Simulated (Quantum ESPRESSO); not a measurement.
Zn under changes of volume

One of the cells (15.330 Å³/atom); the others are scaled copies at fixed shape and fractional positions:

```xyz
2
Lattice="2.6700 0.0000 0.0000 -1.3350 2.3123 0.0000 0.0000 0.0000 4.9660" Properties=species:S:1:pos:R:3 pbc="T T T"
Zn    1.3350    0.7708    3.7245
Zn    0.0000    1.5415    1.2415
```

| Quantity | Value |
| --- | --- |
| Program | Quantum ESPRESSO 7.5 |
| Functional | r2SCAN |
| Potentials or basis | SG15 PBE 1.2 |
| Cutoff | 952 eV |
| Density cutoff | 3810 eV |
| k mesh | 6 × 6 × 3 |
| Occupations | fermi-dirac, width 0.05 eV |
| Spin | no spin polarisation |

```tsv
volume (Å³/atom)	energy over the lowest point (meV/atom)	pressure (GPa)
14.410	0.42	1.1
14.716	0.00	-0.8
15.023	2.99	-2.4
15.330	?	?
15.636	17.51	-5.1
15.943	28.34	-6.2
16.249	41.09	-7.1
```

Task: What does the run at 15.330 Å³/atom give?

Result: Energy over the lowest point 8.95 meV/atom; pressure -3.8 GPa.

Worked out: A Birch-Murnaghan fit of order 3 (a polynomial in V^(-2/3)) to the other rows has its minimum at 14.60 Å³/atom with B0 = V·E''(V) = 89 GPa and B' = 5.5 at fixed shape and positions, which overstates the stiffness. It gives 8.97 meV/atom at 15.330 Å³/atom, against the run's 8.95, and -dE/dV = -3.8 GPa, against -3.8.

Energies are extrapolated to zero smearing.

Caveats: all runs use coarse meshes; the potentials were made for another functional, which shifts forces and pressure.
